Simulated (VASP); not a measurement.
# Na (I4/mmm) in VASP: further runs

One crystal, Na, is run at these levels: LDA; tasks: single point.

Program: VASP 6.6.1. These are calculated values, not measurements. Logs are shortened: lines on timing, memory, paths and dates and some standing lists are left out, and cuts for length are marked.

**1. The structure**

The structure is tetragonal, space group I4/mmm (No. 139). The conventional cell has a = 3.883 Å, b = 3.883 Å, c = 4.989 Å, α = 90.00°, β = 90.00°, γ = 90.00°. Around Na (site symmetry 4/mmm) lie 12 Na at 3.71 to 3.88 Å.

This isn't the form of Na at room conditions, which is bcc.

**2. Single point, LDA**

The input, INCAR:

```
SYSTEM = Na
  ALGO = Fast
  EDIFF = 1E-7
  ENCUT = 520
  GGA = CA
  ISIF = 2
  ISMEAR = 0
  LASPH = .TRUE.
  LCHARG = .FALSE.
  LREAL = .FALSE.
  LWAVE = .FALSE.
  NBANDS = 10
  NELM = 100
  PREC = Accurate
  SIGMA = 0.15
```

The input, KPOINTS:

```
k-points
0
G
  20 20 20
  0 0 0
```

The input, POSCAR:

```
Na
1.0
   -1.9415101522      1.9415101522      2.4946765583
    1.9415101522     -1.9415101522      2.4946765583
    1.9415101522      1.9415101522     -2.4946765583
Na
1
Direct
    0.0000000000      0.0000000000      0.0000000000
```

Potentials or basis: VASP PAW LDA potentials, release 64 (Na_pv).

The run is started by

```console
cat potpaw_LDA.64/Na_pv/POTCAR > POTCAR
mpirun -np 1 vasp_std > vasp.out
```

OUTCAR:

```text
SYSTEM = Na
   EDIFF = 1E-7
   ENCUT = 520
   GGA = CA
   ISIF = 2
   ISMEAR = 0
   LASPH = .TRUE.
   LREAL = .FALSE.
   NELM = 100
   PREC = Accurate

 ion  position               nearest neighbor table
   1  0.000  0.000  0.000-

  LATTYP: Found a body centered tetragonal cell.
 ALAT       =     3.8830203044
 C/A-ratio  =     1.2849155362

  Lattice vectors:

 A1 = (  -1.9415101522,   1.9415101522,   2.4946765583)
 A2 = (   1.9415101522,  -1.9415101522,   2.4946765583)
 A3 = (   1.9415101522,   1.9415101522,  -2.4946765583)

Analysis of symmetry for initial positions (statically):
=====================================================================
 Subroutine PRICEL returns:
 Original cell was already a primitive cell.

 Routine SETGRP: Setting up the symmetry group for a
 body centered tetragonal supercell.

 Subroutine GETGRP returns: Found 16 space group operations
 (whereof 16 operations were pure point group operations)
 out of a pool of 16 trial point group operations.

The static configuration has the point symmetry D_4h.

Analysis of symmetry for dynamics (positions and initial velocities):
=====================================================================
 Subroutine PRICEL returns:
 Original cell was already a primitive cell.

 Routine SETGRP: Setting up the symmetry group for a
 body centered tetragonal supercell.

 Subroutine GETGRP returns: Found 16 space group operations
 (whereof 16 operations were pure point group operations)
 out of a pool of 16 trial point group operations.

The dynamic configuration has the point symmetry D_4h.

 Subroutine INISYM returns: Found 16 space group operations
 (whereof 16 operations are pure point group operations),
 and found     1 'primitive' translations

----------------------------------------------------------------------------------------

                                     Primitive cell

  volume of cell :      37.6144

  direct lattice vectors                    reciprocal lattice vectors
    -1.941510152  1.941510152  2.494676558     0.000000000  0.257531489  0.200426784
     1.941510152 -1.941510152  2.494676558     0.257531489  0.000000000  0.200426784
     1.941510152  1.941510152 -2.494676558     0.257531489  0.257531489  0.000000000

  length of vectors
     3.709762051  3.709762051  3.709762051     0.326333209  0.326333209  0.364204524

  position of ions in fractional coordinates (direct lattice)
     0.000000000  0.000000000  0.000000000

  ion indices of the primitive-cell ions
   primitive index   ion index
[... 80 lines left out ...]
   ISYM   =      2    0-nonsym 1-usesym 2-fastsym
   POTIM  = 0.5000    time-step for ionic-motion
   TEBEG  =    0.0;   TEEND  =   0.0 temperature during run
   PSTRESS=    0.0 pullay stress
   NELECT =       7.0000    total number of electrons
   NUPDOWN=      -1.0000    fix difference up-down
   EMIN   =  10.00;   EMAX   =-10.00  energy-range for DOS
   EFERMI =   0.00;   METHOD = LEGACY
   ISMEAR =     0;   SIGMA  =   0.15  broadening in eV -4-tet -1-fermi 0-gaus
   EFERMI_NEDOS =   21; number of points for ismear=-14 and -15
   IALGO  =     68    algorithm
   IMIX   =      4    mixing-type and parameters
     AMIX     =   0.40;   BMIX     =  1.00
     AMIX_MAG =   1.60;   BMIX_MAG =  1.00
  volume/ion in A,a.u.               =      37.61       253.83
  Fermi-wavevector in a.u.,A,eV,Ry     =   0.934666  1.766262 11.886050  0.873600
  Thomas-Fermi vector in A             =   2.061494
   LORBIT       =      0    0 simple, 1 ext, 2 COOP (PROOUT), +10 PAW based schemes
   GGA     = CA    functional components
   LHFCALC =     F    Hartree Fock is set to
   AEXX    =    0.0000 exact exchange contribution
   IVDW    =     0    specifies the selected vdW correction
   LEPSILON=     F    determine dielectric tensor
   LRPA    =     F    only Hartree local field effects (RPA)
 non-spin polarized calculation
 RMM-DIIS sequential band-by-band and
 Gauss-broadening in eV      SIGMA  =   0.15
  energy-cutoff  :      520.00
  volume of cell :       37.61
 maximum number of plane-waves:      1034
   NGX = 13   NGY = 13   NGZ = 13

 number of electron       7.0000003 magnetization

 Free energy of the ion-electron system (eV)
  ---------------------------------------------------
  ext. energy  EPLUGINS =         0.00000000
  ---------------------------------------------------
  free energy    TOTEN  =        -1.44401385 eV

  energy without entropy =       -1.43877983  energy(sigma->0) =       -1.44139684

 E-fermi :   0.1245     XC(G=0):  -6.6870

 val. band max:        0.1190007614   @ k =  -0.3500   0.3500   0.2000
 cond. band min:       0.1288785021   @ k =  -0.4500   0.3500   0.0500
 fundamental gap:      0.0098777407
 Fermi energy:         0.1245050111

 k-point     1 :       0.0000    0.0000    0.0000
  band No.  band energies     occupation
      1     -24.8340      2.00000
      2     -24.8338      2.00000
      3     -24.8338      2.00000
      4      -3.1325      2.00000
      5      11.0268      0.00000
      6      11.0268      0.00000
      7      11.3711      0.00000
      8      12.3986      0.00000
      9      12.5767      0.00000
     10      12.6035      0.00000
[... 287 lines left out ...]
 k-point    24 :      -0.3500    0.0500   -0.0000
  band No.  band energies     occupation
      1     -24.8592      2.00000
      2     -24.8392      2.00000
      3     -24.8362      2.00000
      4      -1.3118      2.00000
      5       3.9275      0.00000
      6       9.3640      0.00000
      7      10.0467      0.00000
      8      10.8047      0.00000
      9      11.5992      0.00000
     10      12.5412      0.00000

 [... further k-points ...]

------------------------ aborting loop because EDIFF is reached ----------------------------------------

  FORCE on cell =-STRESS in cart. coord.  units (eV):
  Direction    XX          YY          ZZ          XY          YZ          ZX
  --------------------------------------------------------------------------------------
  -------------------------------------------------------------------------------------
  Total       -0.2135928     -0.2135928     -0.2023018      0.0000000      0.0000000      0.0000000
  in kB       -9.0979516     -9.0979516     -8.6170122      0.0000000      0.0000000      0.0000000
  external PRESSURE =      -8.9376385 kB  Pullay stress =       0.0000000 kB

 VOLUME and BASIS-vectors are now :
 -----------------------------------------------------------------------------
  energy-cutoff  :      520.00
  volume of cell :       37.61
      direct lattice vectors                 reciprocal lattice vectors
    -1.941510152  1.941510152  2.494676558     0.000000000  0.257531489  0.200426784
     1.941510152 -1.941510152  2.494676558     0.257531489  0.000000000  0.200426784
     1.941510152  1.941510152 -2.494676558     0.257531489  0.257531489  0.000000000

 POSITION                                       TOTAL-FORCE (eV/Angst)
 -----------------------------------------------------------------------------------
      0.00000      0.00000      0.00000         0.000000      0.000000     -0.000000
 -----------------------------------------------------------------------------------
    total drift:                                0.000000      0.000000      0.000000

  FREE ENERGIE OF THE ION-ELECTRON SYSTEM (eV)
  ---------------------------------------------------
  free  energy   TOTEN  =        -1.4440138471 eV

  energy  without entropy=       -1.4387798295  energy(sigma->0) =       -1.44139684
```

stdout:

```text
POSCAR found type information on POSCAR Na
 POSCAR found :  1 types and       1 ions
 scaLAPACK will be used
 LDA part: xc-table for (Slater(with rela. corr.)+CA(PZ))
 , standard interpolation
 POSCAR, INCAR and KPOINTS ok, starting setup
 FFT: planning ... GRIDC
 FFT: planning ... GRID_SOFT
 FFT: planning ... GRID
 WAVECAR not read
 entering main loop
WARNING in EDDRMM: call to ZHEGV failed, returncode =   8  4     10
WARNING in EDDRMM: call to ZHEGV failed, returncode =   8  4      8
WARNING in EDDRMM: call to ZHEGV failed, returncode =   8  4      9
WARNING in EDDRMM: call to ZHEGV failed, returncode =   8  4      9
WARNING in EDDRMM: call to ZHEGV failed, returncode =   8  4     10
```

It took 1.9 min on 1 thread of AMD EPYC 9R45 (Zen 5), shared host; peak memory 0.26 GiB.

Results:

```
Free energy            : -1.4440 eV
Pressure               : -0.9 GPa
Band gap on the k mesh : none (metal or under the smearing width)
```

**3. Single point, LDA**

This run uses another cell than the first one, of the same volume but with other edges.

The input, INCAR:

```
ALGO = Fast
EDIFF = 1E-6
ENCUT = 520
ISIF = 2
ISMEAR = 0
LASPH = T
LCHARG = F
LREAL = F
LWAVE = F
NBANDS = 10
NELM = 100
PREC = Accurate
SIGMA = 0.15
```

The input, KPOINTS:

```
k-points
0
Gamma
  20 20 20
```

The input, POSCAR:

```
Na
1.0
   -1.8292429077      1.8292429077      2.8102879292
    1.8292429077     -1.8292429077      2.8102879292
    1.8292429077      1.8292429077     -2.8102879292
Na
1
Direct
    0.0000000000      0.0000000000      0.0000000000
```

Potentials or basis: VASP PAW LDA potentials, release 64 (Na_pv).

The run is started by

```console
cat potpaw_LDA.64/Na_pv/POTCAR > POTCAR
mpirun -np 1 vasp_std > vasp.out
```

OUTCAR:

```text
EDIFF = 1E-6
   ENCUT = 520
   ISIF = 2
   ISMEAR = 0
   LASPH = T
   LREAL = F
   NELM = 100
   PREC = Accurate

 ion  position               nearest neighbor table
   1  0.000  0.000  0.000-

  LATTYP: Found a body centered tetragonal cell.
 ALAT       =     3.6584858154
 C/A-ratio  =     1.5363120542

  Lattice vectors:

 A1 = (  -1.8292429077,   1.8292429077,   2.8102879292)
 A2 = (   1.8292429077,  -1.8292429077,   2.8102879292)
[... 492 lines left out ...]
      9      11.9993      0.00000
     10      12.5965      0.00000

 [... further k-points ...]

------------------------ aborting loop because EDIFF is reached ----------------------------------------

  FORCE on cell =-STRESS in cart. coord.  units (eV):
  Direction    XX          YY          ZZ          XY          YZ          ZX
  --------------------------------------------------------------------------------------
  -------------------------------------------------------------------------------------
  Total       -0.2145832     -0.2145832     -0.2681358      0.0000000      0.0000000      0.0000000
  in kB       -9.1401364     -9.1401364    -11.4212030      0.0000000      0.0000000      0.0000000
  external PRESSURE =      -9.9004919 kB  Pullay stress =       0.0000000 kB

 VOLUME and BASIS-vectors are now :
 -----------------------------------------------------------------------------
  energy-cutoff  :      520.00
  volume of cell :       37.61
      direct lattice vectors                 reciprocal lattice vectors
    -1.829242908  1.829242908  2.810287929     0.000000000  0.273337126  0.177917713
     1.829242908 -1.829242908  2.810287929     0.273337126  0.000000000  0.177917713
     1.829242908  1.829242908 -2.810287929     0.273337126  0.273337126  0.000000000

 POSITION                                       TOTAL-FORCE (eV/Angst)
 -----------------------------------------------------------------------------------
      0.00000      0.00000      0.00000        -0.000000     -0.000000      0.000000
 -----------------------------------------------------------------------------------
    total drift:                               -0.000000      0.000000      0.000000

  FREE ENERGIE OF THE ION-ELECTRON SYSTEM (eV)
  ---------------------------------------------------
  free  energy   TOTEN  =        -1.4432556967 eV

  energy  without entropy=       -1.4377736668  energy(sigma->0) =       -1.44051468
```

Run time: 93 s. Hardware: 1 thread of AMD EPYC 9R45 (Zen 5), shared host; peak memory 0.26 GiB.

Results:

```
Free energy            : -1.4433 eV
Pressure               : -1.0 GPa
Band gap on the k mesh : none (metal or under the smearing width)
```

Stress tensor (GPa, compression positive):
```
-0.91  0.00  0.00
 0.00 -0.91  0.00
 0.00  0.00 -1.14
```

Levels at points of the mesh, in eV from the Fermi level:
```
           k point  band 2  band 3  band 4  band 5  band 6  band 7
(0.00, 0.00, 0.00)  -24.96  -24.96   -3.26   10.78   11.11   11.11
(0.50, 0.00, 0.00)  -24.96  -24.96    0.58    0.91    9.39    9.89
(0.50, 0.50, 0.00)  -24.98  -24.97    2.03    2.57    6.06    6.69
(0.50, 0.50, 0.50)  -24.97  -24.97    1.24    1.74    6.72    7.61
```
